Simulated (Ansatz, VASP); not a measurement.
One calculation of AlCo, two programs

```
Al Co
1.0
     2.82344    0.00000    0.00000
     0.00000    2.82344    0.00000
     0.00000    0.00000    2.82344
Al Co
1 1
Direct
  0.00000 0.00000 0.00000
  0.50000 0.50000 0.50000
```

Alike in both runs: functional PBEsol; k mesh 12 × 12 × 12; occupations fermi-dirac, width 0.1 eV; no spin polarisation.

Ansatz relaxed the structure, and its values are those at the end. VASP's run is a single point on that final structure, the one shown.

|  | VASP | Ansatz |
| --- | --- | --- |
| version | VASP 6.6.1 | Ansatz 0.2.0 |
| potentials or method | VASP PAW PBE potentials, release 64 (Al, Co) | PAW with Ansatz's default frozen-core files, scalar-relativistic |
| plane-wave cutoff (eV) | 520 | 420 |
| valence electrons in the cell | 12 | 20 |

```tsv
	VASP	Ansatz	Ansatz less VASP
pressure (GPa)	0.1	0.0	-0.12
```

The two sets of potentials don't hold the same shells in valence.

Caveats: the PAW data sets were made with another functional, which shifts forces and pressure a little (VASP). Spin polarisation is off, so any magnetic state and its effect on volume and gap are missing.
